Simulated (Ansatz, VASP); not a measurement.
# Cross-check of WS2 (Tungstenite) between VASP and Ansatz

One calculation is typed for both programs; each brings its own data sets and cutoff. How far apart do they land?

Method: plane waves, with VASP 6.6.1 beside it; band structure at LDA, in Ansatz 0.2.0.

The database entry behind the starting cell differs from later determinations by our own check (an axis about 1.4 % long against later determinations), so it need not match the best structure at ambient conditions.

### 1. The structure

It takes space group P6_3/mmc (No. 194, hexagonal). The conventional cell has a = 3.180 Å, b = 3.180 Å, c = 12.500 Å, α = 90.00°, β = 90.00°, γ = 120.00°. Nearest to W lie 6 S at 2.40 Å. Nearest to S lie 3 W at 2.40 Å. Farther neighbours and most contacts between anions are not listed.

### 2. Ansatz: band structure, LDA

Ansatz runs on its default PAW (the set named soft_2) files.

Levels along a path test the potential and the projectors away from the mesh points.

input.yaml

```yaml
crystal:
  lattice:
    - [3.18, 0.0, 0.0]
    - [-1.59, 2.753960784, 0.0]
    - [0.0, 0.0, 12.5]
  atoms:
    - { symbol: W, position: [0.3333333333, 0.6666666667, 0.25] }
    - { symbol: W, position: [0.6666666667, 0.3333333333, 0.75] }
    - { symbol: S, position: [0.3333333333, 0.6666666667, 0.6260344509] }
    - { symbol: S, position: [0.6666666667, 0.3333333333, 0.1260344509] }
    - { symbol: S, position: [0.3333333333, 0.6666666667, 0.8739655491] }
    - { symbol: S, position: [0.6666666667, 0.3333333333, 0.3739655491] }
hamiltonian:
  xc: lda
  pseudopotentials: { kind: paw }
kpoints:
  mp_grid: { grid: [6, 6, 2] }
  band_path:
    path:
      - [0.0, 0.0, 0.0]
      - [0.13636, 0.0, 0.0]
      - [0.31818, 0.0, 0.0]
      - [0.5, 0.0, 0.0]
      - [0.4697, 0.06061, 0.0]
      - [0.40909, 0.18182, 0.0]
      - [0.34848, 0.30303, 0.0]
      - [0.30303, 0.30303, 0.0]
      - [0.18182, 0.18182, 0.0]
      - [0.06061, 0.06061, 0.0]
      - [0.0, 0.0, 0.0]
      - [0.0, 0.0, 0.18182]
      - [0.0, 0.0, 0.36364]
      - [0.0, 0.0, 0.5]
      - [0.13636, 0.0, 0.5]
      - [0.31818, 0.0, 0.5]
      - [0.5, 0.0, 0.5]
      - [0.4697, 0.06061, 0.5]
      - [0.40909, 0.18182, 0.5]
      - [0.34848, 0.30303, 0.5]
      - [0.30303, 0.30303, 0.5]
      - [0.18182, 0.18182, 0.5]
      - [0.06061, 0.06061, 0.5]
      - [0.5, 0.0, 0.5]
      - [0.5, 0.0, 0.31818]
      - [0.5, 0.0, 0.13636]
      - [0.5, 0.0, 0.0]
      - [0.33333, 0.33333, 0.13636]
      - [0.33333, 0.33333, 0.31818]
      - [0.33333, 0.33333, 0.5]
    npoints: 1
scf:
  occupations: { method: gaussian, width: 0.01 }
  n_extra_bands: 9
output:
  forces: true
  stress: true
  eigenvalues: true
```

Launch:

```console
$ ansatz run input.yaml --threads 4 --pin off --max-ram 9216MiB --backend cpu --events-out ev --progress --plain --runs-dir out
```

Numbers of over 12 decimals in the logs are rounded to 6 here.

The log of the run:

```text
scf.n_extra_bands = 9 over 26 filled bands (N_el = 52.0): the run solves 35 bands
Engine: ansatz 0.2.0, aarch64-unknown-linux-gnu
Pseudopotentials: kind: paw
Pseudopotential: W, paw, valence charge 14, recommended cutoff 420 eV (normal), W.paw.azcp
Pseudopotential: S, paw, valence charge 6, recommended cutoff 420 eV (normal), S.paw.azcp
Functional definition: SPW92
  exchange = slater_x
  correlation = pw_c
Crystal: 6 atoms, lattice volume = 109.470 Å³
Basis set: ecut = 420 eV, 2129 PW (Γ)
Bands: 35, of which v1, the nominal top of the filled ones, is band 26 counted from 1 (25 counted from 0)
Symmetry: 24 space group operations
Space group: P63/mmc (ITA 194), of the structure as read, at distance tolerance 4.8e-5 Å
k-points: 14 of 72
Non-local potential: W, projectors of the file, l = 0: 3, l = 1: 2, l = 2: 2, l = 3: 1
Non-local potential: S, projectors of the file, l = 0: 2, l = 1: 2, l = 2: 2
PAW form: soft (Blöchl's): semilocal exchange-correlation on the pseudo side does not see the compensation charge
PAW frozen core: W, regenerated for the run's functional, and the local potential with it (the file was generated under x = pbe(κ = 0.804, μ = 0.219515), c = pbe(β = 0.066725))
PAW frozen core: S, regenerated for the run's functional, and the local potential with it (the file was generated under x = pbe(κ = 0.804, μ = 0.219515), c = pbe(β = 0.066725))
PAW one-centre angular grid: W, 590 points (default); XC on 64 Gauss nodes
PAW one-centre angular grid: S, 110 points (default); XC on 64 Gauss nodes
Initial density: superposition of atomic densities (neutral atoms: chi_scale 0, normalization atom), corrected by the library's trained network
Initial wavefunctions: pseudopotential atomic-orbital guess
Functional: x = slater, c = lda
SCF iter   1: F=—  HF=-23743.332333 eV  |F-HF|=—  |Δ(HF+E_count)|=         —  Δρ=1.00e-2  dr2=1.81e-1  ethr=1.77e-3  ⟨swp⟩=6.5  Hψ=2286  notcnv=0
preconditioner: auto → Resta (q_TF=auto, 2.410 Å⁻¹)  ε∞=6.6  [insulator: Δε(μ)=0.964 eV  Ē_g=9.031 eV  σ=0.010 eV  W_gap=1.00  n_scr=26 (ndim 8)  ℏωp=21.3 eV  f_vac=0.027  D(μ)=0.00/eV (n_scr^D=0)  ε∞_Penn≈6.6]
SCF iter   2: F=—  HF=-23743.304515 eV  |F-HF|=—  |Δ(HF+E_count)|=   2.78e-2  Δρ=3.95e-3  dr2=8.45e-3  ethr=3.49e-4  ⟨swp⟩=2.2  Hψ=733  notcnv=0  defer=22
SCF iter   3: F=—  HF=-23743.303834 eV  |F-HF|=—  |Δ(HF+E_count)|=   6.81e-4  Δρ=2.22e-3  dr2=2.47e-3  ethr=1.63e-5  ⟨swp⟩=2.1  Hψ=717  notcnv=0  defer=22
SCF iter   4: F=—  HF=-23743.303811 eV  |F-HF|=—  |Δ(HF+E_count)|=   2.30e-5  Δρ=5.77e-4  dr2=2.31e-4  ethr=4.75e-6  ⟨swp⟩=1.4  Hψ=476  notcnv=0  defer=22
SCF iter   5: F=—  HF=-23743.303798 eV  |F-HF|=—  |Δ(HF+E_count)|=   1.29e-5  Δρ=8.11e-5  dr2=1.31e-5  ethr=4.43e-7  ⟨swp⟩=2.4  Hψ=728  notcnv=0  defer=22
SCF iter   6: F=—  HF=-23743.303800 eV  |F-HF|=—  |Δ(HF+E_count)|=   1.90e-6  Δρ=1.16e-5  dr2=2.48e-7  ethr=2.51e-8  ⟨swp⟩=2.1  Hψ=631  notcnv=0  defer=22
SCF iter   7: F=-23743.303800 eV  HF=-23743.303800 eV  |F-HF|=1.17e-9  |Δ(HF+E_count)|=   6.54e-8  Δρ=2.56e-6  dr2=8.32e-9  ethr=1.92e-10  ⟨swp⟩=10.4  Hψ=2022  notcnv=0
SCF 1 converged in 7 iterations: F = -23743.303800 eV  dr2 = 8.32e-9
  greatest PAW one-centre occupation: 1.000 electrons in one spin orbital (limit 2), on the W atom at site 1 (counted from 0), in its partial waves of l = 0
NSCF: frozen V_eff on 30 k-points
SCF converged after 7 iterations
Free energy (F): -23743.303800 eV
Harris-Foulkes:  -23743.303800 eV  (|F-HF|=1.17e-9)
Internal energy: -23743.303800 eV  (E = F + TS)
E sigma→0 (E₀):  -23743.303800 eV
Fermi energy:    11.517517 eV
--- Per-component energies (eV) ---
  E_band       = -409.648368
  E_kinetic    = 1335.044806
  E_local      = -3698.426443  (includes V_loc(G=0)·N_el)
  E_nonlocal   = 130.348102
  E_hartree    = 1469.025645
  E_xc         = -917.396340
  E_vxc        = -831.761582  (∫ρ·V_xc dr)
  E_paw        = -18894.645661  (= ΣΔE_a)
  E_vpaw       = -282.903016  (= ΣTr[D̂ρ^β])
  E_aug_tail   = -0.000130  (compensation charges beyond the density's cutoff)
  E_ewald      = -3168.432875
  E_core_change = 1.179096  (= ΣΔE_core)
  E_smearing   = -0.000000  (= −TS)
  E_closure    = 0.000000  (closes the sum)
  Σ components = -23743.303800   (vs F -23743.303800, Δ=0.00e0)
--- Forces (eV/Å), atoms counted from 1 ---
  atom   1  W     -0.00000000     0.00000000    -0.00000000
  atom   2  W      0.00000000    -0.00000000     0.00000000
  atom   3  S     -0.00000000     0.00000000     0.09554465
  atom   4  S     -0.00000000    -0.00000000     0.09554465
  atom   5  S      0.00000000     0.00000000    -0.09554465
  atom   6  S      0.00000000    -0.00000000    -0.09554465
  max |Σ_I F_I| component: 1.85e-17 eV/Å
--- Stress (GPa, compression-positive) ---
       -5.426825       0.000000       0.000000
        0.000000      -5.426825      -0.000000
        0.000000      -0.000000      -2.028478
  P = ⅓ Tr σ = -4.2940 GPa (-42.940 kbar)
--- Band table (eV; the first three rows and the last of 14) ---
  k-point 0: bands = [... 22 lower, 8.6709, 9.4796, 9.8910, 11.0283, 13.2226, 13.2226, 13.2284, 13.2284, ... 5 higher]
  k-point 1: bands = [... 22 lower, 8.6510, 8.6510, 10.7197, 10.7197, 13.2205, 13.2205, 13.2205, 13.2205, ... 5 higher]
  k-point 2: bands = [... 22 lower, 8.6920, 9.5798, 9.8129, 10.1994, 12.5533, 13.0109, 13.0432, 13.2013, ... 5 higher]
  k-point 13: bands = [... 22 lower, 8.0228, 8.0228, 10.2931, 10.2931, 12.0712, 12.0712, 13.6073, 13.6073, ... 5 higher]
```

Run time: 1.6 s. Hardware: 4 threads of Arm Neoverse V1, shared host; peak memory 0.41 GiB; 5.5 s of CPU time.

### 3. VASP: band structure, LDA

The same cell, functional (in two slightly different forms), mesh and smearing now go to VASP, with its own data sets and cutoff.

Lines of VASP's logs that name or quote its potential files are left out, and so is its time.

INCAR

```
SYSTEM = WS2
PREC = Accurate
ENCUT = 340
EDIFF = 1E-08
NELM = 100
ISMEAR = 0
SIGMA = 0.01
LREAL = .FALSE.
ALGO = Normal
GGA = CA
NBANDS = 32
LASPH = .TRUE.
LORBIT = 11
LWAVE = .TRUE.
LCHARG = .FALSE.
KPAR = 8
```

POSCAR

```
WS2
1.0
    3.1800000000      0.0000000000      0.0000000000
   -1.5900000000      2.7539607840      0.0000000000
    0.0000000000      0.0000000000     12.5000000000
W S
2 4
Direct
    0.3333333333      0.6666666667      0.2500000000
    0.6666666667      0.3333333333      0.7500000000
    0.3333333333      0.6666666667      0.6260344509
    0.6666666667      0.3333333333      0.1260344509
    0.3333333333      0.6666666667      0.8739655491
    0.6666666667      0.3333333333      0.3739655491
```

KPOINTS

```
Automatic mesh
0
Gamma
6 6 2
0 0 0
```

KPOINTS_OPT

```
Line mode
12
Line-mode
Reciprocal
  0.00000000   0.00000000   0.00000000 GAMMA
  0.50000000   0.00000000   0.00000000 M

  0.50000000   0.00000000   0.00000000 M
  0.33333333   0.33333333   0.00000000 K

  0.33333333   0.33333333   0.00000000 K
  0.00000000   0.00000000   0.00000000 GAMMA

  0.00000000   0.00000000   0.00000000 GAMMA
  0.00000000   0.00000000   0.50000000 A

  0.00000000   0.00000000   0.50000000 A
  0.50000000   0.00000000   0.50000000 L

  0.50000000   0.00000000   0.50000000 L
  0.33333333   0.33333333   0.50000000 H

  0.33333333   0.33333333   0.50000000 H
  0.00000000   0.00000000   0.50000000 A

  0.50000000   0.00000000   0.50000000 L
  0.50000000   0.00000000   0.00000000 M

  0.33333333   0.33333333   0.00000000 K
  0.33333333   0.33333333   0.50000000 H
```

The projector-augmented-wave data sets are W_sv_GW and S_GW (LDA family, release 64).

Launch:

```console
$ mpirun -np 8 vasp_std
```

The log of the run:

```text
[banner, memory and clock lines left out]
running    8 mpi-ranks, on    1 nodes
 distrk:  each k-point on    1 cores,    8 groups
 distr:  one band on    1 cores,    1 groups

 POSCAR found type information on POSCAR W S
 POSCAR found :  2 types and       6 ions
|                                                                             |
|           W    W    AA    RRRRR   N    N  II  N    N   GGGG   !!!           |
|           W    W   A  A   R    R  NN   N  II  NN   N  G    G  !!!           |
|           W    W  A    A  R    R  N N  N  II  N N  N  G       !!!           |
|           W WW W  AAAAAA  RRRRR   N  N N  II  N  N N  G  GGG   !            |
|           WW  WW  A    A  R   R   N   NN  II  N   NN  G    G                |
|           W    W  A    A  R    R  N    N  II  N    N   GGGG   !!!           |
|                                                                             |
|     For optimal performance we recommend to set                             |
|       NCORE = 2 up to number-of-cores-per-socket                            |
|     NCORE specifies how many cores store one orbital (NPAR=cpu/NCORE).      |
|     This setting can greatly improve the performance of VASP for DFT.       |
|     The default, NCORE=1 might be grossly inefficient on modern             |
|     multi-core architectures or massively parallel machines. Do your        |
|     Unfortunately you need to use the default for GW and RPA                |
|     calculations (for HF NCORE is supported but not extensively tested      |
|     yet).                                                                   |
|                                                                             |

 LDA part: xc-table for (Slater(with rela. corr.)+CA(PZ))
 , standard interpolation
 POSCAR, INCAR and KPOINTS ok, starting setup
 FFT: planning ... GRIDC
 FFT: planning ... GRID_SOFT
 FFT: planning ... GRID
 WAVECAR not read
 entering main loop
       N       E                     dE             d eps       ncg     rms          rms(c)
DAV:   1     0.342291568351E+03    0.34229E+03   -0.24062E+04  1048   0.109E+03
DAV:   2    -0.364363141901E+02   -0.37873E+03   -0.37214E+03  1192   0.320E+02
DAV:   3    -0.610590602773E+02   -0.24623E+02   -0.24546E+02  1136   0.822E+01
DAV:   4    -0.619547566398E+02   -0.89570E+00   -0.89514E+00  1296   0.157E+01
DAV:   5    -0.619671755239E+02   -0.12419E-01   -0.12416E-01  1176   0.200E+00    0.105E+02
DAV:   6    -0.570139969338E+02    0.49532E+01   -0.27083E+01  1016   0.214E+01    0.981E+01
DAV:   7    -0.573225072150E+02   -0.30851E+00   -0.12103E+01  1096   0.149E+01    0.769E+00
DAV:   8    -0.565000450967E+02    0.82246E+00   -0.35381E+00  1128   0.826E+00    0.146E+00
DAV:   9    -0.565221726868E+02   -0.22128E-01   -0.28550E-01  1152   0.234E+00    0.136E+00
DAV:  10    -0.565195259775E+02    0.26467E-02   -0.14771E-02  1152   0.648E-01    0.696E-01
DAV:  11    -0.565185548369E+02    0.97114E-03   -0.32629E-03  1176   0.270E-01    0.659E-01
DAV:  12    -0.565185540669E+02    0.76999E-06   -0.61082E-04  1160   0.125E-01    0.412E-01
DAV:  13    -0.565185463200E+02    0.77469E-05   -0.61931E-05  1312   0.310E-02    0.132E-01
DAV:  14    -0.565185486716E+02   -0.23516E-05   -0.82257E-06  1160   0.143E-02    0.388E-02
DAV:  15    -0.565185477109E+02    0.96075E-06   -0.59436E-06  1216   0.111E-02    0.127E-02
DAV:  16    -0.565185478632E+02   -0.15236E-06   -0.75812E-07  1112   0.433E-03    0.999E-03
DAV:  17    -0.565185477639E+02    0.99320E-07   -0.13084E-07  1096   0.154E-03    0.260E-03
DAV:  18    -0.565185477628E+02    0.11523E-08   -0.16633E-08   824   0.683E-04
   1 F= -.56518548E+02 E0= -.56518548E+02  d E =-.152254E-66
 Start KPOINTS_OPT (optional k-point list driver)
k-point batch [1-14\108]
       N       E                     dE             ncg
DAV:   1    -0.256467627806E+04   -0.14791E+05     1048
DAV:   2    -0.799334001097E+04   -0.54287E+04     1208
DAV:   3    -0.834226742388E+04   -0.34893E+03     1128
DAV:   4    -0.835671999225E+04   -0.14453E+02     1304
DAV:   5    -0.835695020843E+04   -0.23022E+00     1160
DAV:   6    -0.835695832168E+04   -0.81133E-02     1336
DAV:   7    -0.835695859996E+04   -0.27828E-03     1216
DAV:   8    -0.835695861115E+04   -0.11191E-04     1376
DAV:   9    -0.835695861155E+04   -0.39572E-06     1040
DAV:  10    -0.835695861157E+04   -0.19087E-07      776
DAV:  11    -0.835695861157E+04   -0.50386E-09      752
[...]
k-point batch [99-108\108]
       N       E                     dE             ncg
DAV:   1     0.441965690083E+04   -0.19799E+05      792
DAV:   2     0.911356707283E+03   -0.35083E+04      824
DAV:   3     0.672555715716E+03   -0.23880E+03      824
DAV:   4     0.663947898453E+03   -0.86078E+01      944
DAV:   5     0.663851499994E+03   -0.96398E-01      824
DAV:   6     0.663848601989E+03   -0.28980E-02      952
DAV:   7     0.663848539367E+03   -0.62622E-04      920
DAV:   8     0.663848536574E+03   -0.27935E-05     1000
DAV:   9     0.663848536541E+03   -0.33175E-07      632
DAV:  10     0.663848536539E+03   -0.16271E-08      560
 writing wavefunctions
```

(Part 1 of 2 ends here.)

[Lines on the potential files, build, host, timing and source positions are cut from VASP's logs without a mark.]

[Logs are printed without paths, hosts, clocks, repeated set-up lines and the standing remarks that a program may print on its own settings, such as how far it seeks lower states.]

[Hosts, paths, dates, database ids (printed as entryN), source tags and the programs' standing remarks are cut or masked in the printed files.]
